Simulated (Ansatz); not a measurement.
# CdS (rocksalt type): the cost of one run

Program: Ansatz 0.2.0. Level of theory: DFT PBEsol, with the methods named in each step. These are calculated values, not measurements.

1 further run of the same task is left out (it didn't finish).

## (1) The system as given

The structure is cubic, space group Fm-3m (No. 225). Conventional cell: a = 5.397 Å, b = 5.397 Å, c = 5.397 Å, α = 90.00°, β = 90.00°, γ = 90.00°. Cd (site symmetry m-3m) is surrounded by 6 S at 2.70 Å. S (site symmetry m-3m) has 6 Cd at 2.70 Å as nearest neighbours.

Coordinates:

```cif
data_structure
_symmetry_space_group_name_H-M 'Fm-3m'
_symmetry_Int_Tables_number 225
_cell_length_a 5.3971
_cell_length_b 5.3971
_cell_length_c 5.3971
_cell_angle_alpha 90.000
_cell_angle_beta 90.000
_cell_angle_gamma 90.000
_cell_volume 157.21
loop_
_atom_site_label
_atom_site_type_symbol
_atom_site_symmetry_multiplicity
_atom_site_Wyckoff_symbol
_atom_site_fract_x
_atom_site_fract_y
_atom_site_fract_z
_atom_site_occupancy
Cd1 Cd 4 a 0.00000 0.00000 0.00000 1
S1 S 4 b 0.50000 0.00000 0.00000 1
```

The file gives the conventional cell by its symmetry; the runs use the cell typed in the input.

Whether this phase is the stable one at these pressures isn't tested.

Atoms are numbered in the order of the input: Cd1, S2.

## (2) The reference volume, LAPW

The input, input.yaml:

```yaml
crystal:
  lattice:
    - [0.0, 2.6985419728, 2.6985419728]
    - [2.6985419728, 0.0, 2.6985419728]
    - [2.6985419728, 2.6985419728, 0.0]
  atoms:
    - { symbol: Cd, position: [0.0, 0.0, 0.0] }
    - { symbol: S, position: [0.5, 0.5, 0.5] }
kpoints:
  mp_grid: { grid: [13, 13, 13] }
  band_path:
    path:
      - [0.0, 0.0, 0.0]
      - [0.5, 0.0, 0.5]
      - [0.625, 0.25, 0.625]
      - [0.375, 0.375, 0.75]
      - [0.0, 0.0, 0.0]
      - [0.5, 0.5, 0.5]
      - [0.5, 0.25, 0.75]
      - [0.5, 0.0, 0.5]
    npoints: 14
scf:
  occupations: { method: fermi_dirac, width: 0.08 }
hamiltonian:
  xc: pbesol
  pseudopotentials: { kind: all_electron, lapw: { basis_error: 0.001 } }
output:
  forces: true
  stress: true
  eigenvalues: true
  populations: true
  dos: { projected: true, de: 0.2, e_range: [-14, 8] }
```

On the command line:

```sh
$ ansatz run input.yaml --threads 1 --pin off --max-ram 2048MiB --backend cpu --events-out ev --progress --plain --runs-dir out
```

What time and memory should one allow on 1 thread of Arm Neoverse V2, shared host?

About 18 s, with a peak of 0.37 GiB.
